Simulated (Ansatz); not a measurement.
A one-shot G0W0 calculation of a 4-atom cell of F (C2/m) from a materials database with Ansatz, at the level G0W0@PBE with 157 empty bands, a screening cutoff of 120 eV and a 6×6×2 mesh. Cell and atoms come from a relaxation with r2SCAN+rVV10.

```yaml
crystal:
  lattice:
    - [2.5993453343, -1.4920843443, -0.0047001905]
    - [2.5993453343, 1.4920843443, -0.0047001905]
    - [-2.0734874216, 0.0, 6.7858936332]
  atoms:
    - { symbol: F, position: [0.5055235754, 0.5055235754, 0.4026590873] }
    - { symbol: F, position: [0.0849737859, 0.0849737859, 0.0970422311] }
    - { symbol: F, position: [0.4944764246, 0.4944764246, 0.5973409127] }
    - { symbol: F, position: [0.9150262141, 0.9150262141, 0.9029577689] }
kpoints:
  mp_grid: { grid: [6, 6, 2] }
hamiltonian:
  xc: pbe
scf:
  occupations: { method: fixed }
gw:
  n_empty_bands: 157
  ecut_chi: 120
  qp_bands: [v2, c2]
  qp_kpoints: band_edges
  screening: { model: contour_deformation }
```

In the abridged output below, numbers in square brackets stand for lines, or ends of lines, that were taken out.
```
Functional definition: PBE
Crystal: 4 atoms, lattice volume = 52.608 Å³
Basis set: ecut = 420 eV, 997 PW (Γ)
Bands: 18, of which v1, the nominal top of the filled ones, is band 14 counted from 1 (13 counted from 0)
Symmetry: 4 space group operations
Space group: C2/m (ITA 12)
k-points: 26 of 72
preconditioner: auto → none  [insulator: Δε(μ)=2.651 eV  ℏωp=27.1 eV]
SCF converged after 6 iterations
Free energy (F): -3222.298380 eV
Fermi energy:    -2.072592 eV
--- G₀W₀: contour deformation, 6 samples at zero and on the imaginary axis and 1 off it, 72 q-points, 157 empty bands' worth ---
    ik  band        ε_KS         Σx   Σc(E_QP)       V_xc       Z   E_QP_lin       E_QP  E_QP is
     0    13     -2.2629   -34.2476     6.5134   -25.4547  0.7543    -4.9259    -4.5424  root ?
     0    14     -2.1278  [1]
     0    15      0.6076   -16.4636    -4.2453   -23.7369  0.7781     4.0917     3.6356  root ?
     0    16      1.9016   -17.8570    -5.8528   -26.3530  0.7238     5.6419     4.5448  root ?
     1    13     -2.2171   -34.3361     6.4890   -25.5553  0.7560    -4.8788    -4.5088  root ?
     1    14     -2.1720   -34.2817     6.4667   -25.5341  0.7554    -4.8143    -4.4529  root ?
     1    15      1.2181   -17.0552    -4.8448   -24.8625  0.7570     4.8372     4.1806  root ?
     1    16      1.2813   -17.1567    -4.8278   -24.9160  0.7562     4.8742     4.2129  root ?
     2    13     -2.3858  [2]
     2    14     -2.2908   -34.0202     6.4633   -25.2940  0.7542    -4.9360    -4.5538  root ?
     2    15      0.7655   -16.8802    -4.3651   -24.1916  0.7730     4.2676     3.7117  root ?
     2    16      1.8404   -17.8227    -5.7594   -26.2434  0.7275     5.5756     4.5017  root ?
     3    13     -2.3180   -33.9719     6.4934   -25.2249  0.7529    -4.9701    -4.5716  root ?
     3    14     -2.2411   -34.2036     6.4757   -25.4443  0.7556    -4.8958    -4.5246  root ?
     3    15      1.1531  [3]
     3    16      1.4344  [4]
     4    13     -2.4761   -33.8445     6.5197   -25.0885  0.7504    -5.1233    -4.7123  root ?
     4    14     -2.3821   -33.9030     6.5160   -25.1389  0.7516    -5.0364    -4.6303  root ?
     4    15      1.0931   -17.3839    -3.9680   -24.9612  0.7614     4.6805     4.7024  root ?
     4    16      1.6718  [5]
     5    13     -2.5325   -33.6699     6.4943   -24.9522  0.7497    -5.1753    -4.7559  root ?
     5    14     -2.2449  [6]
     5    15      1.1316  [7]
     5    16      1.5835   -17.5877    -5.2719   -25.7317  0.7411     5.2860     4.4556  root ?
     6    13     -2.4967  [8]
     6    14     -2.4158   -33.8522     6.5491   -25.0639  0.7504    -5.0762    -4.6551  root ?
     6    15      1.3797   -17.5593    -5.0059   -25.5101  0.7493     5.0639     4.3246  root ?
     6    16      1.4506   -17.6810    -4.9918   -25.5906  0.7480     5.1097     4.3684  root ?
     7    13     -2.5672   -33.6394     6.5219   -24.9002  0.7484    -5.2141    -4.7845  root ?
     7    14     -2.2477   -34.1574     6.4672   -25.4078  0.7554    -4.8987    -4.5301  root ?
     7    15      1.1279   -17.2066    -4.0898   -25.0083  0.7597     4.7966     4.8398  root ?
     7    16      1.6345   -17.6321    -5.3546   -25.8459  0.7386     5.3552     4.4936  root ?
     8    13     -2.3143   -34.1495     6.5308   -25.3512  0.7530    -4.9789    -4.5818  root ?
     8    14     -2.1129   -34.3995     6.4399   -25.6652  0.7575    -4.7529    -4.4073  root ?
     8    15      0.8001   -16.8611    -4.4053   -24.1830  0.7722     4.2981     3.7167  root ?
     8    16      1.7782   -17.7790    -5.6721   -26.1271  0.7310     5.5065     4.4542  root ?
  […]
```

The points are ik 0 = (0, 0, 0) (Γ), ik 1 = (0, 0, -1/2) (A), ik 2 = (0, 1/6, 0), ik 3 = (0, 1/6, -1/2), ik 4 = (0, 1/3, 0), ik 5 = (0, 1/3, -1/2), ik 6 = (0, -1/2, 0) (V₂), ik 7 = (0, -1/2, -1/2) (L₂), ik 8 = (1/6, 1/6, 0), ik 9 = (1/6, 1/6, -1/2), ik 10 = (1/6, 1/3, 0), ik 11 = (1/6, 1/3, -1/2); band 14 is the last filled one.

Question: Fill in the blanks. They hold quasiparticle rows.

Answer:
```
[1]
     0    14     -2.1278   -34.3629     6.4422   -25.6299  0.7571    -4.7670    -4.4186  root ?
[2]
     2    13     -2.3858   -33.7877     6.4613   -25.0869  0.7527    -5.0261    -4.6252  root ?
[3]
     3    15      1.1531   -17.1291    -4.7406   -24.8575  0.7596     4.7657     4.1408  root ?
[4]
     3    16      1.4344   -17.3868    -5.0520   -25.3439  0.7485     5.0853     4.3395  root ?
[5]
     4    16      1.6718   -17.7449    -5.3921   -25.9649  0.7368     5.3881     4.4998  root ?
[6]
     5    14     -2.2449   -34.1640     6.4665   -25.4153  0.7555    -4.8953    -4.5271  root ?
[7]
     5    15      1.1316   -17.2056    -4.0630   -24.9725  0.7598     4.7802     4.8354  root ?
[8]
     6    13     -2.4967   -33.7763     6.4996   -25.0442  0.7503    -5.1380    -4.7293  root ?
```
Only the leading digits can be foreseen; the rest is this run's record.

A quasiparticle level at a band edge is marked as doubtful, so no gap is read from this run. G0W0 here is at a finite number of bands, screening cutoff and k mesh, not at the basis limit.

Command: `ansatz run input.yaml --threads 2 --pin off --max-ram 2211MiB --backend cpu --events-out ev --progress --plain --runs-dir out`. It took 98 s on 2 threads of Arm Neoverse V1, with other jobs on the host; peak host memory 0.43 GiB.

No spin polarisation and no zero-point or thermal motion.
